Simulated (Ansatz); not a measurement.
# Does disorder add resistance in series? Au(111) layers with 75 % Ir

Two lengths of the disordered region are known. What area resistance does the third give?

How it was computed: Ansatz 0.2.0, plane waves with PAW datasets at their recommended cutoffs (420 eV for most), Fermi-Dirac smearing; ballistic transmission by layer matching. The area resistance is RA = A (h/2e²)(1/T − 1/N), with T the zone-mean transmission per spin and N the lead's channels, both averaged over a few energies near the Fermi level; for magnets each spin is taken apart, with h/e², and the two conduct in parallel. Lateral cell 2x2, PBE, a fresh random draw for each length.

Results; the value marked ? is to be predicted:

```tsv
length (Å)	channels N	RA (fΩ m²)
9.42	3.210	1.22
18.8	3.203	2.06
28.3	3.197	?
```

**Estimate by hand.**

Ohm's law makes RA linear in the length: the slope is (2.06 − 1.22)/(18.8 − 9.42) = 0.0885 fΩ m² per Å, or 88 µΩ cm. Then 2.06 + 0.0885 × 9.42. Predicted: 2.89 fΩ m².

Check against the run:

2.05 fΩ m², so the prediction is 41 % too high. The three lengths together give 44 µΩ cm. Single draws scatter; these runs don't part the causes of the miss, and leave the question open.

Caveats: The scatterers repeat sideways with the small cell. The slope is a raw one; a model of isotropic scattering puts it 1.03 times the bulk value over these lengths. Atoms sit unrelaxed on the host's lattice, and the pair may not mix at random in practice. Spin-orbit coupling is left out, which matters for Au and Ir.

[Logs are printed without paths, hosts, clocks, repeated set-up lines and the standing remarks that a program may print on its own settings, such as how far it seeks lower states.]
